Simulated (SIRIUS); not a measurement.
Input of a SIRIUS 7.12.0 run:

The input sirius.json:

```json
{
  "control": {
    "processing_unit": "cpu",
    "std_evp_solver_name": "lapack",
    "gen_evp_solver_name": "lapack",
    "verbosity": 2,
    "print_forces": true,
    "ortho_rf": true,
    "use_second_variation": true,
    "rmt_max": 3.0,
    "num_bands_to_print": 15,
    "save_wf": true
  },
  "parameters": {
    "electronic_structure_method": "full_potential_lapwlo",
    "xc_functionals": ["XC_GGA_X_PBE_SOL", "XC_GGA_C_PBE_SOL"],
    "core_relativity": "dirac",
    "valence_relativity": "iora",
    "num_fv_states": 15,
    "smearing": "fermi_dirac",
    "smearing_width": 0.0018374661,
    "pw_cutoff": 20,
    "gk_cutoff": 3.46,
    "lmax_apw": 10,
    "lmax_rho": 8,
    "lmax_pot": 8,
    "num_mag_dims": 0,
    "auto_rmt": 0,
    "ngridk": [11, 11, 11],
    "shiftk": [0, 0, 0],
    "num_dft_iter": 80,
    "energy_tol": 1e-07,
    "density_tol": 1e-05,
    "use_symmetry": true
  },
  "settings": {"tol_ne": 1e-10},
  "iterative_solver": {"type": "exact"},
  "mixer": {"type": "anderson", "beta": 0.5, "max_history": 8},
  "unit_cell": {
    "lattice_vectors": [
      [-3.1271452472, 3.140518839, 3.1428016281],
      [3.0460268636, -3.1554193295, 3.076583735],
      [3.2179163519, 3.2461885444, -3.1577021186]
    ],
    "atom_types": ["Nb"],
    "atom_files": {"Nb": "Nb.json"},
    "atoms": {"Nb": [[-0.002892, -0.007653, 0.005276]]}
  }
}
```

Nb.json

```json
{
  "name": "niobium",
  "symbol": "Nb",
  "number": 41,
  "mass": 92.90638,
  "rmin": 1e-06,
  "rmt": 2.54,
  "nrmt": 800,
  "rinf": 17.91,
  "core": "1s2s2p3s3p3d",
  "valence": [
    {"basis": [{"enu": 0.18, "dme": 0, "n": 0, "auto": 0}, {"enu": 0.18, "dme": 1, "n": 0, "auto": 0}]},
    {"l": 0, "n": 1, "basis": [{"enu": 0.28, "dme": 0, "n": 0, "auto": 0}]},
    {"l": 1, "n": 2, "basis": [{"enu": 0.28, "dme": 0, "n": 0, "auto": 0}]},
    {"l": 2, "n": 3, "basis": [{"enu": 0.28, "dme": 0, "n": 0, "auto": 0}]},
    {"l": 3, "n": 4, "basis": [{"enu": 0.28, "dme": 0, "n": 0, "auto": 0}]}
  ],
  "lo": [
    {"l": 0, "basis": [{"enu": 0.28, "dme": 0, "n": 0, "auto": 0}, {"enu": 0.28, "dme": 1, "n": 0, "auto": 0}]},
    {
      "l": 0,
      "basis": [{"enu": -1.7446, "dme": 0, "n": 4, "auto": 1}, {"enu": -1.7446, "dme": 1, "n": 4, "auto": 1}]
    },
    {
      "l": 0,
      "basis": [{"enu": -1.7446, "dme": 1, "n": 4, "auto": 1}, {"enu": 0.28, "dme": 0, "n": 0, "auto": 0}]
    },
    {"l": 0, "basis": [{"enu": 0.28, "dme": 0, "n": 0, "auto": 0}, {"enu": 2.76, "dme": 0, "n": 0, "auto": 0}]},
    {"l": 1, "basis": [{"enu": 0.28, "dme": 0, "n": 0, "auto": 0}, {"enu": 0.28, "dme": 1, "n": 0, "auto": 0}]},
    {
      "l": 1,
      "basis": [{"enu": -0.8722, "dme": 0, "n": 4, "auto": 1}, {"enu": -0.8722, "dme": 1, "n": 4, "auto": 1}]
    },
    {
      "l": 1,
      "basis": [{"enu": -0.8722, "dme": 1, "n": 4, "auto": 1}, {"enu": 0.28, "dme": 0, "n": 0, "auto": 0}]
    },
    {"l": 1, "basis": [{"enu": 0.28, "dme": 0, "n": 0, "auto": 0}, {"enu": 3.132, "dme": 0, "n": 0, "auto": 0}]},
    {"l": 2, "basis": [{"enu": 0.28, "dme": 0, "n": 0, "auto": 0}, {"enu": 0.28, "dme": 1, "n": 0, "auto": 0}]},
    {"l": 2, "basis": [{"enu": 0.28, "dme": 1, "n": 0, "auto": 0}, {"enu": 0.28, "dme": 2, "n": 0, "auto": 0}]},
    {"l": 2, "basis": [{"enu": 0.28, "dme": 0, "n": 0, "auto": 0}, {"enu": 2.698, "dme": 0, "n": 0, "auto": 0}]},
    {"l": 3, "basis": [{"enu": 0.28, "dme": 0, "n": 0, "auto": 0}, {"enu": 0.28, "dme": 1, "n": 0, "auto": 0}]},
    {"l": 3, "basis": [{"enu": 0.28, "dme": 0, "n": 0, "auto": 0}, {"enu": 2.977, "dme": 0, "n": 0, "auto": 0}]}
  ],
  "free_atom": [... radial grid and density of the free atom, the start of the SCF ...]
}
```

The input sirius_start.json:

```json
{
  "control": {
    "processing_unit": "cpu",
    "std_evp_solver_name": "lapack",
    "gen_evp_solver_name": "lapack",
    "verbosity": 1,
    "print_forces": false,
    "ortho_rf": true,
    "use_second_variation": true,
    "rmt_max": 3.0,
    "num_bands_to_print": 15,
    "save_wf": false
  },
  "parameters": {
    "electronic_structure_method": "full_potential_lapwlo",
    "xc_functionals": ["XC_LDA_X", "XC_LDA_C_PW"],
    "core_relativity": "dirac",
    "valence_relativity": "iora",
    "num_fv_states": 15,
    "smearing": "fermi_dirac",
    "smearing_width": 0.0055123983,
    "pw_cutoff": 20,
    "gk_cutoff": 2.77,
    "lmax_apw": 10,
    "lmax_rho": 8,
    "lmax_pot": 8,
    "num_mag_dims": 0,
    "auto_rmt": 0,
    "ngridk": [4, 4, 4],
    "shiftk": [0, 0, 0],
    "num_dft_iter": 30,
    "energy_tol": 0.01,
    "density_tol": 0.05,
    "use_symmetry": true
  },
  "settings": {"tol_ne": 1e-10},
  "iterative_solver": {"type": "exact"},
  "mixer": {"type": "anderson", "beta": 0.5, "max_history": 8},
  "unit_cell": {
    "lattice_vectors": [
      [-3.1271452472, 3.140518839, 3.1428016281],
      [3.0460268636, -3.1554193295, 3.076583735],
      [3.2179163519, 3.2461885444, -3.1577021186]
    ],
    "atom_types": ["Nb"],
    "atom_files": {"Nb": "Nb.json"},
    "atoms": {"Nb": [[-0.002892, -0.007653, 0.005276]]}
  }
}
```

Potentials or basis: all-electron FP-LAPW, apw+lo standard.

The run is started by

```console
$ OMP_NUM_THREADS=1 sirius.scf --input=sirius_start.json --output=start.json
$ OMP_NUM_THREADS=1 sirius.scf --input=sirius.json --output=output.json --task=1
```

**Question.** What does it give for the band gap on the k mesh?

**Answer.** None (metal or under the smearing width).
